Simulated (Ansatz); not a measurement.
LiCl in the wurtzite structure, relaxed with r2SCAN: space group P6_3mc (No. 186), hexagonal; a = 3.894 Å, c = 6.224 Å in the conventional setting, 20.44 Å³ an atom. Li is surrounded by 4 Cl at 2.37 Å; Cl is surrounded by 4 Li at 2.37 Å. One-shot G0W0@PBE in the PAW code Ansatz on a 6×6×2 mesh (contour deformation, no spin-orbit coupling), from a PBE gap of 6.020 eV over the mesh points (the G0W0 gap is direct on the mesh); the number N of bands summed and the screening cutoff rise together. Spin-unpolarised throughout. Whether this structure exists isn't addressed.

```tsv
N	cutoff (eV)	1000/N	G0W0 gap (eV)
142	80	7.042	8.529
317	140	3.155	8.720
```

**Question.** Lay a straight line in 1000/N through these rows.

**Answer.** The slope is -0.0491 eV per unit of 1000/N and the intercept 8.875 eV.

**Question.** Predict the gap at N = 574 (210 eV).

**Answer.** 8.875 + (-0.0491) × 1.742 = 8.789 eV; the run gives 8.823 eV, +0.034 eV from the line.

**Question.** With that run's result added, what limit do the last two rows suggest?

**Answer.** Their slope is (8.823 − 8.720)/(1.742 − 3.155) = -0.0729, which meets 1/N = 0 at 8.95 eV, against 8.875 eV from the first line. The slope steepens, so 1/N isn't yet asymptotic and the true limit probably lies higher still; the k mesh isn't extrapolated.
